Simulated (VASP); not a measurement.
# C in VASP: single point with r2SCAN

Aim: the single point of C with r2SCAN.

Program: VASP 6.6.1. These are calculated values, not measurements. Logs are shortened: lines on timing, memory, paths and dates and some standing lists are left out, and cuts for length are marked.

## (1) The structure

The cell holds a slab with vacuum, 2 atoms: a = 2.456 Å, b = 2.456 Å, c = 20.896 Å, α = 90.00°, β = 90.00°, γ = 120.00°.

The cell was built by a generator and needn't be a form met in nature.

## (2) Single point, r2SCAN

POSCAR reads:

```
C
1.0
    2.4556491009      0.0000000000      0.0000000000
   -1.2278245504      2.1266545041      0.0000000000
    0.0000000000      0.0000000000     20.8963294017
C
2
Direct
    1.0000000000      0.0000000000      0.6946555016
    0.3333333333      0.6666666667      0.6946526100
```

INCAR.step1 reads:

```
SYSTEM = C
PREC = Accurate
ENCUT = 520
ISMEAR = 0
SIGMA = 0.04
LREAL = .FALSE.
LASPH = .TRUE.
NELM = 100
LDIPOL = .TRUE.
IDIPOL = 3
DIPOL = 0.5 0.5 0.695
NBANDS = 11
GGA = PE
ALGO = Normal
EDIFF = 1E-4
LWAVE = .TRUE.
LCHARG = .FALSE.
```

INCAR.step2 reads:

```
SYSTEM = C
PREC = Accurate
ENCUT = 520
EDIFF = 1E-6
ISMEAR = 0
SIGMA = 0.04
LREAL = .FALSE.
LASPH = .TRUE.
NELM = 100
ALGO = Normal
ISIF = 2
LWAVE = .FALSE.
LCHARG = .FALSE.
LDIPOL = .TRUE.
IDIPOL = 3
DIPOL = 0.5 0.5 0.695
METAGGA = R2SCAN
LMIXTAU = .TRUE.
NBANDS = 11
ISTART = 1
```

KPOINTS reads:

```
Automatic mesh
0
G
  15 15 1
  0 0 0
```

Potentials or basis: VASP PAW PBE potentials, release 64 (C).

On the command line:

```sh
$ cat potpaw_PBE.64/C/POTCAR > POTCAR
$ cp INCAR.step1 INCAR
$ mpirun -np 1 vasp_std > vasp.out
$ cp INCAR.step2 INCAR
$ mpirun -np 1 vasp_std > vasp.out
```

OUTCAR:

```text
SYSTEM = C
   PREC = Accurate
   ENCUT = 520
   EDIFF = 1E-6
   ISMEAR = 0
   LREAL = .FALSE.
   LASPH = .TRUE.
   NELM = 100
   ISIF = 2
   METAGGA = R2SCAN
   ISTART = 1

 ion  position               nearest neighbor table
   1  0.000  0.000  0.695-   2 1.42   2 1.42   2 1.42
   2  0.333  0.667  0.695-   1 1.42   1 1.42   1 1.42

  LATTYP: Found a hexagonal cell.
 ALAT       =     2.4556491009
 C/A-ratio  =     8.5094932310

  Lattice vectors:

 A1 = (   2.4556491009,   0.0000000000,   0.0000000000)
 A2 = (  -1.2278245504,   2.1266545041,   0.0000000000)
 A3 = (   0.0000000000,   0.0000000000,  20.8963294017)

Analysis of symmetry for initial positions (statically):
=====================================================================
 Subroutine PRICEL returns:
 Original cell was already a primitive cell.

 Routine SETGRP: Setting up the symmetry group for a
 hexagonal supercell.

 Subroutine GETGRP returns: Found 24 space group operations
 (whereof  6 operations were pure point group operations)
 out of a pool of 24 trial point group operations.

The static configuration has the point symmetry C_3v.
 The point group associated with its full space group is D_6h.

Analysis of symmetry for dynamics (positions and initial velocities):
=====================================================================
 Subroutine PRICEL returns:
 Original cell was already a primitive cell.

 Routine SETGRP: Setting up the symmetry group for a
 hexagonal supercell.

 Subroutine GETGRP returns: Found 24 space group operations
 (whereof  6 operations were pure point group operations)
 out of a pool of 24 trial point group operations.

The dynamic configuration has the point symmetry C_3v.
 The point group associated with its full space group is D_6h.

 Subroutine INISYM returns: Found 24 space group operations
 (whereof  6 operations are pure point group operations),
 and found     1 'primitive' translations

----------------------------------------------------------------------------------------

                                     Primitive cell

  volume of cell :     109.1273

  direct lattice vectors                    reciprocal lattice vectors
     2.455649101  0.000000000  0.000000000     0.407224306  0.235111062  0.000000000
    -1.227824550  2.126654504  0.000000000     0.000000000  0.470222125  0.000000000
     0.000000000  0.000000000 20.896329402     0.000000000  0.000000000  0.047855295

  length of vectors
     2.455649101  2.455649101 20.896329402     0.470222125  0.470222125  0.047855295

  position of ions in fractional coordinates (direct lattice)
     0.000000000  0.000000000  0.694655502
     0.333333333  0.666666667  0.694652610

  ion indices of the primitive-cell ions
   primitive index   ion index
                 1           1
                 2           2

----------------------------------------------------------------------------------------

 KPOINTS: Automatic mesh

Automatic generation of k-mesh.
 Grid dimensions read from file:
 generate k-points for:   15   15    1

 Generating k-lattice:

  Cartesian coordinates                     Fractional coordinates (reciprocal lattice)
     0.027148287  0.015674071  0.000000000     0.066666667  0.000000000  0.000000000
     0.000000000  0.031348142  0.000000000     0.000000000  0.066666667  0.000000000
     0.000000000  0.000000000  0.047855295     0.000000000  0.000000000  1.000000000

  Length of vectors
     0.031348142  0.031348142  0.047855295

  Shift w.r.t. Gamma in fractional coordinates (k-lattice)
     0.000000000  0.000000000  0.000000000

 Subroutine IBZKPT returns following result:
 ===========================================

 Found     27 irreducible k-points:

 Following reciprocal coordinates:
            Coordinates               Weight
  0.000000  0.000000  0.000000      1.000000
  0.066667  0.000000  0.000000      6.000000
  0.133333  0.000000  0.000000      6.000000
  0.200000 -0.000000  0.000000      6.000000
  0.266667  0.000000  0.000000      6.000000
  0.333333  0.000000  0.000000      6.000000
[... 16 lines left out ...]
  0.333333  0.200000  0.000000     12.000000
  0.400000  0.200000  0.000000      6.000000
 [... further k-points ...]
   k-points           NKPTS =     27   k-points in BZ     NKDIM =     27   number of bands    NBANDS=     11
   number of dos      NEDOS =    301   number of ions     NIONS =      2
   total plane-waves  NPLWV =  51840
   dimension x,y,z NGX =    18 NGY =   18 NGZ =  160
   dimension x,y,z NGXF=    36 NGYF=   36 NGZF=  320
   ions per type =               2
   NGX,Y,Z   is equivalent  to a cutoff of  12.19, 12.19, 12.73 a.u.
   NGXF,Y,Z  is equivalent  to a cutoff of  24.37, 24.37, 25.46 a.u.
 SYSTEM =  C
   PREC   = accura    normal or accurate (medium, high low for compatibility)
   ISTART =      1    job   : 0-new  1-cont  2-samecut
   ICHARG =      0    charge: 1-file 2-atom 10-const
   ISPIN  =      1    spin polarized calculation?
   LNONCOLLINEAR =      F non collinear calculations
   LSORBIT =      F    spin-orbit coupling
   LASPH  =      T    aspherical Exc in radial PAW
   ENCUT  =  520.0 eV  38.22 Ry    6.18 a.u.   4.57  4.57 38.85*2*pi/ulx,y,z
   NELM   =    100;   NELMIN=  2; NELMDL=  0     # of ELM steps
   EDIFF  = 0.1E-05   stopping-criterion for ELM
   LREAL  =      F    real-space projection
   EDIFFG = 0.1E-04   stopping-criterion for IOM
   NSW    =      0    number of steps for IOM
   IBRION =     -1    ionic relax: 0-MD 1-quasi-New 2-CG
   NFREE  =      0    steps in history (QN), initial steepest desc. (CG)
   ISIF   =      2    stress and relaxation
   ISYM   =      2    0-nonsym 1-usesym 2-fastsym
   POTIM  = 0.5000    time-step for ionic-motion
   TEBEG  =    0.0;   TEEND  =   0.0 temperature during run
   PSTRESS=    0.0 pullay stress
   NELECT =       8.0000    total number of electrons
   NUPDOWN=      -1.0000    fix difference up-down
   EMIN   =  10.00;   EMAX   =-10.00  energy-range for DOS
   EFERMI =   0.00;   METHOD = LEGACY
   ISMEAR =     0;   SIGMA  =   0.04  broadening in eV -4-tet -1-fermi 0-gaus
   EFERMI_NEDOS =   21; number of points for ismear=-14 and -15
   IALGO  =     38    algorithm
   IMIX   =      4    mixing-type and parameters
     AMIX     =   0.40;   BMIX     =  1.00
     AMIX_MAG =   1.60;   BMIX_MAG =  1.00
  volume/ion in A,a.u.               =      54.56       368.21
  Fermi-wavevector in a.u.,A,eV,Ry     =   0.685163  1.294770  6.387228  0.469448
  Thomas-Fermi vector in A             =   1.765025
   LORBIT       =      0    0 simple, 1 ext, 2 COOP (PROOUT), +10 PAW based schemes
   METAGGA = R2SCAN    functional components
   LHFCALC =     F    Hartree Fock is set to
   AEXX    =    0.0000 exact exchange contribution
   IVDW    =     0    specifies the selected vdW correction
   LEPSILON=     F    determine dielectric tensor
   LRPA    =     F    only Hartree local field effects (RPA)
 non-spin polarized calculation
 Gauss-broadening in eV      SIGMA  =   0.04
  energy-cutoff  :      520.00
  volume of cell :      109.13
 maximum number of plane-waves:      2990
   NGX =  9   NGY =  9   NGZ = 77

 number of electron       7.9999998 magnetization

 dipolmoment           0.000000      0.000000      0.000118 electrons x Angstroem

 Free energy of the ion-electron system (eV)
  ---------------------------------------------------
  ext. energy  EPLUGINS =         0.00000000
  ---------------------------------------------------
  free energy    TOTEN  =       -19.83961816 eV

  energy without entropy =      -19.83921696  energy(sigma->0) =      -19.83941756

 E-fermi :  -2.8182     XC(G=0):  -2.0697

 val. band max:       -2.8181659163   @ k =   0.3333   0.3333   0.0000
 cond. band min:      -2.8181655283   @ k =   0.3333   0.3333   0.0000
 fundamental gap:      0.0000003880
 Fermi energy:        -2.8181657224

 k-point     1 :       0.0000    0.0000    0.0000
  band No.  band energies     occupation
      1     -23.6915      2.00000
      2     -10.9682      2.00000
      3      -6.0539      2.00000
      4      -6.0539      2.00000
      5       0.8112      0.00000
      6       1.5312      0.00000
      7       1.6569      0.00000
      8       2.5793      0.00000
      9       2.9491      0.00000
     10       4.5230      0.00000
     11       5.0630      0.00000

 k-point     2 :       0.0667    0.0000    0.0000
  band No.  band energies     occupation
      1     -23.5798      2.00000
      2     -10.8346      2.00000
      3      -6.5136      2.00000
      4      -6.2930      2.00000
      5       0.9566      0.00000
      6       1.6779      0.00000
      7       1.8044      0.00000
      8       2.7258      0.00000
      9       3.0955      0.00000
     10       4.6686      0.00000
     11       5.2050      0.00000

 k-point     3 :       0.1333    0.0000    0.0000
  band No.  band energies     occupation
      1     -23.2452      2.00000
      2     -10.4361      2.00000
      3      -7.7310      2.00000
      4      -6.8978      2.00000
      5       1.3931      0.00000
      6       2.1176      0.00000
      7       2.2469      0.00000
      8       3.1647      0.00000
      9       3.5348      0.00000
     10       5.1044      0.00000
     11       5.6198      0.00000

 k-point     4 :       0.2000   -0.0000    0.0000
  band No.  band energies     occupation
      1     -22.6903      2.00000
      2      -9.7799      2.00000
      3      -9.3936      2.00000
      4      -7.6520      2.00000
      5       2.1203      0.00000
      6       2.8486      0.00000
      7       2.9843      0.00000
      8       3.8939      0.00000
      9       4.2660      0.00000
     10       5.8187      0.00000
     11       5.8230      0.00000

 k-point     5 :       0.2667    0.0000    0.0000
  band No.  band energies     occupation
      1     -21.9198      2.00000
      2     -11.2479      2.00000
      3      -8.8818      2.00000
      4      -8.3843      2.00000
      5       3.1362      0.00000
      6       3.8465      0.00000
      7       4.0163      0.00000
      8       4.5218      0.00000
      9       4.9662      0.00000
     10       5.2659      0.00000
     11       5.6102      0.00000
[... 211 lines left out ...]
 k-point    21 :       0.2000    0.2000    0.0000
  band No.  band energies     occupation
      1     -20.7287      2.00000
      2     -12.4151      2.00000
      3     -10.7720      2.00000
      4      -7.5115      2.00000
      5       2.4831      0.00000
      6       4.7353      0.00000
      7       5.4600      0.00000
      8       5.6394      0.00000
      9       6.4974      0.00000
     10       6.9046      0.00000
     11       8.3714      0.00000

 k-point    22 :       0.2667    0.2000    0.0000
  band No.  band energies     occupation
      1     -19.6720      2.00000
      2     -13.7834      2.00000
      3     -11.6431      2.00000
      4      -6.3444      2.00000
      5       0.8804      0.00000
      6       6.1748      0.00000
      7       6.8704      0.00000
      8       7.1130      0.00000
      9       7.8976      0.00000
     10       8.3545      0.00000
     11       8.8860      0.00000

 k-point    23 :       0.3333    0.2000    0.0000
  band No.  band energies     occupation
      1     -18.4624      2.00000
      2     -15.2899      2.00000
      3     -12.1013      2.00000
      4      -5.1295      2.00000
      5      -0.6222      0.00000
      6       7.8715      0.00000
      7       8.3895      0.00000
      8       8.7132      0.00000
      9       8.8879      0.00000
     10       9.4122      0.00000
     11      10.1147      0.00000

 k-point    24 :       0.4000    0.2000    0.0000
  band No.  band energies     occupation
      1     -17.5058      2.00000
      2     -16.3622      2.00000
      3     -12.2443      2.00000
      4      -4.4352      2.00000
      5      -1.4178      0.00000
      6       8.6328      0.00000
      7       9.1015      0.00000
      8       9.7188      0.00000
      9       9.8848      0.00000
     10      10.7820      0.00000
     11      10.9296      0.00000

 [... further k-points ...]

------------------------ aborting loop because EDIFF is reached ----------------------------------------

 vacuum level on the upper side and lower side of the slab       (xc-potential included)        -0.004        -0.008

  FORCE on cell =-STRESS in cart. coord.  units (eV):
  Direction    XX          YY          ZZ          XY          YZ          ZX
  --------------------------------------------------------------------------------------
  -------------------------------------------------------------------------------------
  Total        0.1299533      0.1299533     -0.0133141      0.0000000      0.0000000      0.0000000
  in kB        1.9079402      1.9079402     -0.1954737      0.0000000      0.0000000      0.0000000
  external PRESSURE =       1.2068022 kB  Pullay stress =       0.0000000 kB

 VOLUME and BASIS-vectors are now :
 -----------------------------------------------------------------------------
  energy-cutoff  :      520.00
  volume of cell :      109.13
      direct lattice vectors                 reciprocal lattice vectors
     2.455649101  0.000000000  0.000000000     0.407224306  0.235111062  0.000000000
    -1.227824550  2.126654504  0.000000000     0.000000000  0.470222125  0.000000000
     0.000000000  0.000000000 20.896329402     0.000000000  0.000000000  0.047855295

 POSITION                                       TOTAL-FORCE (eV/Angst)
 -----------------------------------------------------------------------------------
      0.00000      0.00000     14.51575        -0.000000      0.000000      0.000000
     -0.00000      1.41777     14.51569         0.000000     -0.000000     -0.000000
 -----------------------------------------------------------------------------------
    total drift:                               -0.000000      0.000000      0.027192

  FREE ENERGIE OF THE ION-ELECTRON SYSTEM (eV)
  ---------------------------------------------------
  free  energy   TOTEN  =       -19.8396181634 eV

  energy  without entropy=      -19.8392169620  energy(sigma->0) =      -19.83941756

 vacuum level on the upper side and lower side of the slab         1.448         1.445
```

Wall time 2.7 min (1 thread of AMD EPYC 7R13 (Zen 3), shared host); peak memory 0.19 GiB.

What came out:

```
Free energy            : -19.8396 eV
Band gap on the k mesh : none (metal or under the smearing width)
```

Levels at points of the mesh, in eV from the Fermi level:
```tsv
k point	band 2	band 3	band 4	band 5	band 6	band 7
(0.00, 0.00, 0.00)	-8.15	-3.24	-3.24	3.63	4.35	4.48
```

Caveat: the PAW data sets were made with another functional, which shifts forces and pressure a little.
